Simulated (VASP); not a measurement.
Runs of VASP 6.6.1 on HfC. Symmetry: Fm-3m, No. 225, cubic system. Conventional cell: a = 4.650 Å, b = 4.650 Å, c = 4.650 Å, α = 90.00°, β = 90.00°, γ = 90.00°. Hf (site symmetry m-3m) is surrounded by 6 C at 2.33 Å. C (site symmetry m-3m) has 6 Hf at 2.33 Å as nearest neighbours. 

| level | potentials or basis | gap on the mesh (eV) | pressure (GPa) | relaxed volume (Å³/atom) |
| --- | --- | --- | --- | --- |
| PBE | VASP PAW PBE potentials, release 64 (Hf_pv, C) | none | 0.0 | 12.54 |
| r2SCAN | VASP PAW PBE potentials, release 64 (Hf_pv, C) | none | -0.1 | 12.44 |
| PBEsol | VASP PAW PBE potentials, release 64 (Hf_pv, C) | none | 0.1 | - |
| LDA | VASP PAW LDA potentials, release 64 (Hf_pv, C) | none | 0.0 | (a) |

Alike in all rows: task relaxation of cell and atoms; no spin polarisation; cell relaxed; k mesh 14 × 14 × 14; cutoff (eV) 600; smearing methfessel-paxton 0.1 eV.

Problem. Estimate the missing entries.

Solution. (a) 11.97.

Caveats: the PAW data sets were made with another functional, which shifts forces and pressure a little (some runs); the relaxation stopped at its first step, so nothing moved (some runs).

A k mesh can miss the band edges, and the runs leave out spin-orbit coupling on Hf.

A gap of «none» marks a metal or a gap under the smearing width.
